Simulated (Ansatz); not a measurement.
HfO2: gradients before and after relaxing the atoms

Start: a COD entry, taken as it stands.

Space group P2_1/c (No. 14); a = 5.1180, b = 5.1857, c = 5.2841 Å, β = 99.35°.

```
site  Wyckoff  site symmetry       x       y       z
  Hf       4e              1  0.2755  0.0397  0.2080
  O5       4e              1  0.4487  0.7581  0.4801
  O9       4e              1  0.0742  0.3316  0.3467
```

One atom of each set is listed.

Method: Kohn–Sham DFT in Ansatz, PBE, plane waves and PAW (field gradients read without the response of the frozen cores, which leaves them typically 4 to 6 % off), scalar-relativistic, 420 eV cutoff, Γ-centred 5×5×5 k-points, Fermi–Dirac smearing 0.02 eV.

The largest force at the start is 0.48 eV/Å. Relaxing the ions at fixed cell moves them by 0.057 Å at most (atom 9, O) and 0.034 Å rms. End positions:

Hf (0.2767, 0.0419, 0.2081)
O5 (0.4466, 0.7584, 0.4803)
O9 (0.0726, 0.3392, 0.3389)

```csv
site,moved (Å),first shell before,first shell after,V_zz before (10²¹ V/m²),η before
Hf,0.013,7 O at 2.03–2.25 Å,7 O at 2.04–2.24 Å,11.42,0.56
O5,0.011,4 Hf at 2.14–2.25 Å,4 Hf at 2.14–2.24 Å,1.04,0.81
O9,0.057,3 Hf at 2.03–2.12 Å,3 Hf at 2.04–2.15 Å,1.31,0.75
```

Question: How do the gradients change?

Answer: 

| site | V_zz after | η after | change of V_zz |
| --- | --- | --- | --- |
| Hf | 12.04 | 0.16 | +0.62 |
| O5 | -1.10 | 1.00 | – |
| O9 | -1.38 | 0.88 | – |

The largest change of V_zz along a kept axis is on Hf, from 11.42 to 12.04. In per cent, |V_zz| changes by +5 on Hf (all sites that start above 0.5, bar those whose gradient vanishes or changes sign or whose main axis turns by over 40°). Where |V_zz| stays above 0.1 and the axes keep their order, η moves most on Hf, from 0.56 to 0.16. On O9, O5 the largest principal value lies along another axis in the second run, so the two V_zz can't be compared directly.

Without spin–orbit coupling the gradients at and beside Hf can be off by some per cent, at some sites by more.
Before: At this cell the PBE pressure is 6 GPa, so with PBE the cell would grow if it were relaxed.
After: At this cell the principal stresses reach 5 GPa in size with PBE, which can matter for small gradients.
